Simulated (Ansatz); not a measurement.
## SbPt under strain

Theory: DFT PBEsol, scalar-relativistic, plane waves, PAW in Ansatz. (420 eV cutoff, 12×12×10 k-mesh, Gaussian smearing of 0.10 eV, no spin polarisation)

Starting point, cell and atoms relaxed:

```xyz
4
Lattice="4.1708 0.0000 0.0000 -2.0854 3.6120 0.0000 0.0000 0.0000 5.4685" Properties=species:S:1:pos:R:3 pbc="T T T"
Sb    0.0000    2.4080    1.3671
Sb    2.0854    1.2040    4.1014
Pt    0.0000    0.0000    0.0000
Pt    0.0000    0.0000    2.7342
```

Deformation: biaxial strain in the a-b plane, with the length and tilt of c and the atoms relaxed, all within the symmetry that the strain leaves. Energies are extrapolated to zero smearing. On this cell's mesh the reference holds a stress of up to 0.20 GPa.

Spin–orbit coupling is left out, which can shift energies with elements as heavy as these.

```csv
strain (%),ΔE (meV/atom),a (Å),b (Å),c (Å)
-4.5,48.1,3.983,3.983,5.784
-3.0,23.0,4.046,4.046,5.657
-1.5,5.9,4.108,4.108,5.547
+0.0,0.0,4.171,4.171,5.468
+1.5,7.1,4.233,4.233,5.414
+3.0,26.7,4.296,4.296,5.366
+4.5,57.9,4.358,4.358,5.326
```

**Question.** Does one stiffness describe the whole range?

**Answer.** No: the innermost pair of points gives (1/V) d²E/dε² = 451 GPa and a cubic fit over all points 404 GPa, so terms beyond the third order count over this range.

**Question.** How does the free axis c answer a small strain?

**Answer.** Between the innermost points its strain is -0.81 times the applied one.